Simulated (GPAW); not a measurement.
As, 4 atoms in the cell. It takes space group Cmce (No. 64, orthorhombic). Conventional cell: a = 3.650 Å, b = 11.000 Å, c = 4.470 Å, α = 90.00°, β = 90.00°, γ = 90.00°. As (site symmetry m) has 3 As at 2.48 to 2.49 Å as nearest neighbours. This isn't the form of As at room conditions, which is rhombohedral.

* Program: GPAW 26.7.0
* Task: band structure
* Functional: r2SCAN
* Potentials or basis: GPAW PAW data sets (gpaw-data 1.2.1)
* Cutoff: 600 eV
* Basis: pw
* k mesh: 6 × 6 × 5
* Occupations: fermi-dirac, width 0.05 eV
* Spin: no spin polarisation
* Maxiter: 150
* Band path: GXSRAZGYX1A1TY,ZT
* Band points: 60

Potentials or basis: GPAW PAW data sets (gpaw-data 1.2.1), pw.

The run is started by

```sh
$ OMP_NUM_THREADS=1 python run.py
```

Hardware: 1 thread of Arm Neoverse V2 (shared host).

Q: Estimate the wall time of this run.

A: Wall time 9.3 min on 1 thread of Arm Neoverse V2, with other jobs on the host, peak memory 0.45 GiB. Counts: scf iterations 21, plane waves 3023, bands 21, k points 55.
